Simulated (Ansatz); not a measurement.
**CdS, one cell by several methods**

```
Cd S
1.0
     4.25884    0.00000    0.00000
    -2.12942    3.68827    0.00000
     0.00000    0.00000    6.74900
Cd S
2 2
Direct
  0.33333 0.66667 0.00000
  0.66667 0.33333 0.50000
  0.33333 0.66667 0.38500
  0.66667 0.33333 0.88500
```

Atom numbers follow the list: Cd1, Cd2, S3, S4.

The cell is COD entry 9008862, as deposited and not checked against the literature; nothing was relaxed. It differs from other determinations. The listed cell was then made from it by scaling, straining or moving an atom.

Methods: DFT, PBEsol, PAW with Ansatz's default frozen-core files, scalar-relativistic (Ansatz 0.2.0); DFT, PBEsol, all-electron LAPW, scalar-relativistic (Ansatz 0.2.0).

For PAW: a Γ-centred 7×7×4 k mesh, Fermi–Dirac smearing of 0.01 eV, cutoff 420 eV, no spin polarisation; the PAW files were made with PBE, and the program remakes their frozen cores for this functional. LAPW targets a basis error of 1 meV/atom. The Ansatz runs share mesh, smearing and spin set-up. Plane-wave (PAW) pressures include the program's estimate of the Pulay term.

Stress and pressure are positive in compression.

The change that made this cell: equal xx and yy strain of +3 %.

PAW results:

| quantity | PAW |
| --- | --- |
| pressure (GPa) | -3.69 |
| stress xx (GPa) | -3.96 |
| stress zz (GPa) | -3.14 |
| force on Cd1, z (eV/Å) | 0.074 |
| force on S3, z (eV/Å) | -0.074 |
| band gap (eV) | 0.932 |

(1) What does all-electron LAPW give for the same quantities?

Answers

(1) 
| quantity | LAPW |
| --- | --- |
| pressure (GPa) | -3.67 |
| stress xx (GPa) | -3.94 |
| stress zz (GPa) | -3.12 |
| force on Cd1, z (eV/Å) | 0.074 |
| force on S3, z (eV/Å) | -0.074 |
| band gap (eV) | 0.933 |
